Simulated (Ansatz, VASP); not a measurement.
# Sb: VASP beside Ansatz

Contents of INCAR:

```
PREC     = Accurate       # precision mode
ENCUT    = 520            # plane-wave cutoff, eV
EDIFF    = 1E-7           # SCF threshold, eV
ISMEAR   = 0              # smearing method
SIGMA    = 0.01           # smearing width, eV
LREAL    = False          # projectors in reciprocal space
LASPH    = True           # aspherical terms in the spheres
NELM     = 60             # most SCF steps
ALGO     = Normal         # electronic algorithm
ISIF     = 2              # what is computed and relaxed
LWAVE    = False          # write WAVECAR
LCHARG   = False          # write CHGCAR
LDIPOL   = True         
IDIPOL   = 3            
DIPOL    = 0.5 0.5 0.345
GGA      = PE             # functional
NBANDS   = 12             # bands
```

Contents of KPOINTS:

```
Automatic mesh
0
Gamma
  12 12 1
```

File POSCAR:

```
Sb
1.0
    4.1051829711      0.0000000000      0.0000000000
   -2.0525914855      3.5551927401      0.0000000000
    0.0000000000      0.0000000000     26.8552477996
Sb
2
Direct
    0.3333333333      0.6666666667      0.3149797949
    0.6666666667      0.3333333333      0.3749272221
```

Input for Ansatz:

```yaml
crystal:
  lattice:
    - [4.1051829711, 0.0, 0.0]
    - [-2.0525914855, 3.5551927401, 0.0]
    - [0.0, 0.0, 26.8552477996]
  atoms:
    - { symbol: Sb, position: [0.3333333333, 0.6666666667, 0.3149797949] }
    - { symbol: Sb, position: [0.6666666667, 0.3333333333, 0.3749272221] }
  periodic: [true, true, false]
kpoints:
  mp_grid: { grid: [12, 12, 1] }
  band_path:
    path:
      - [0.0, 0.0, 0.0]
      - [0.5, 0.0, 0.0]
      - [0.3333333333, 0.3333333333, 0.0]
      - [0.0, 0.307292, 0.0]
    npoints: 1
hamiltonian:
  xc: pbe
scf:
  occupations: { method: fixed }
  n_extra_bands: 4
output:
  forces: true
  stress: true
  eigenvalues: true
```

Alike in both runs: task single point; functional PBE; k mesh 12 × 12 × 1; no spin polarisation.

|  | VASP | Ansatz |
| --- | --- | --- |
| version | VASP 6.6.1 | Ansatz 0.2.0 |
| potentials or method | VASP PAW PBE potentials, release 64 (Sb) | plane waves, PAW |
| plane-wave cutoff (eV) | 520 | 420 |
| occupations | gaussian, width 0.01 eV | fixed |
| valence electrons in the cell | 10 | 30 |

|  | VASP | Ansatz | Ansatz less VASP |
| --- | --- | --- | --- |
| gap on the k mesh at the Fermi level (eV) | 1.36 | 1.36 | -0.006 |
| rms of the force components (eV/Å) | 0.212 | 0.158 | -0.0540 |

Atom by atom the forces differ by 0.054 eV/Å (rms over components). The two sets of potentials don't hold the same shells in valence.

Caveats: spin-orbit coupling is left out, which moves the levels of the heavy elements.
